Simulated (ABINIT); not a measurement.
A run of ABINIT 10.8.3 (patched build) is set up as follows.

The input run.abi:

```
# Pseudopotentials
pp_dirpath "./"
pseudos "W.upf, S.upf"

# Structure
acell 3*1.0
rprim
     6.0093290763     0.0000000000     0.0000000000
    -3.0046645382     5.2042316397     0.0000000000
     0.0000000000     0.0000000000    23.6215765578
ntypat 2
znucl 74 16
natom 6
typat 1 1 2 2 2 2
xcart
     3.0046645385     1.7347438797    17.7161824184
    -0.0000000003     3.4694877600     5.9053941395
     3.0046645385     1.7347438797     8.8580912092
    -0.0000000003     3.4694877600    20.6688794881
     3.0046645385     1.7347438797     2.9526970697
    -0.0000000003     3.4694877600    14.7634853486

# Plane-wave basis
ecut 37.0

# k points
kptopt 1
ngkpt 10 10 3
nshiftk 1
shiftk 0.0 0.0 0.0

# Exchange and correlation
ixc -116133

# Bands and occupations
nband 32
occopt 3
tsmear 0.00183747

# SCF cycle
nstep 100
tolvrs 1.0e-10

# Output
iomode 3
prtwf 0
prteig 0
prtebands 0
prtden 1
prtvha 1
prtvclmb 1
prtpot 1
prtelf 1
```

Potentials or basis: PseudoDojo NC SR PBEsol v0.4.1 standard.

Command:

```console
$ abinit run.abi > log 2>&1
```

Task: Predict the largest force.

Result: 0.151 eV/Å.

Task: Estimate the band gap on the k mesh.

Result: 1.08 eV, indirect (least direct gap 2.07 eV).

Task: Estimate the pressure.

Result: -2.7 GPa.

Forces on the atoms (eV/Å):
```
W    0.000  0.000  0.000
W    0.000  0.000  0.000
S    0.000  0.000 -0.151
S    0.000  0.000 -0.151
S    0.000  0.000  0.151
S    0.000  0.000  0.151
```

Caveat: spin-orbit coupling is left out, which moves the levels of the heavy elements; an odd mesh through Γ misses points on the zone boundary, where band edges often lie; this functional lacks dispersion, which binds the layers, so the pressure and a relaxed spacing across them are unreliable.
